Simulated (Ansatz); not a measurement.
Li₂O: Fröhlich coupling of electrons to the polar mode

Plane-wave DFT in Ansatz with scalar-relativistic PAW potentials. The crystal relaxes under PBE to Fm-3m with a = 4.626 Å, 8.25 Å³/atom. No spin polarisation.

Linear response at Γ (PBEsol, cell Fm-3m with a = 4.580 Å, 420 eV, 8×8×8 k points) gives one polar TO mode at 443.6 cm⁻¹, ε∞ = 2.94 and ε0 = 7.46. Band curvatures at the conduction edge (PBE, cell Fm-3m with a = 4.626 Å, 420 eV, 8×8×8 k points; gap 4.98 eV) give a conductivity mass of 0.521 mₑ (harmonic mean over x, y, z).

Question: Work out the LO energy, the Fröhlich constant, and the polaron's energy, mass and size.

Answer: Lyddane–Sachs–Teller: ω_LO = ω_TO √(ε0/ε∞) = 705.9 cm⁻¹, ħω_LO = 87.5 meV. α = √(m* Ry/ħω_LO) (1/ε∞ − 1/ε0) with Ry = 13.606 eV and m* in mₑ: √(0.521 × 13606/87.5) × 0.206 = 1.9. To first order the edge drops by αħω_LO = 162 meV and the mass grows by the factor 1 + α/6 to 0.682 mₑ; the length √(ħ/2m*ω_LO) is 9.1 Å. Coupling is intermediate; the first-order energy stays a fair guide, while the true mass grows faster than 1 + α/6. The model takes one parabolic, isotropic valley, and its inputs come from two functionals at their own volumes. Too small a gap makes ε∞ too large and, at a direct edge, m* too light, and both lower α.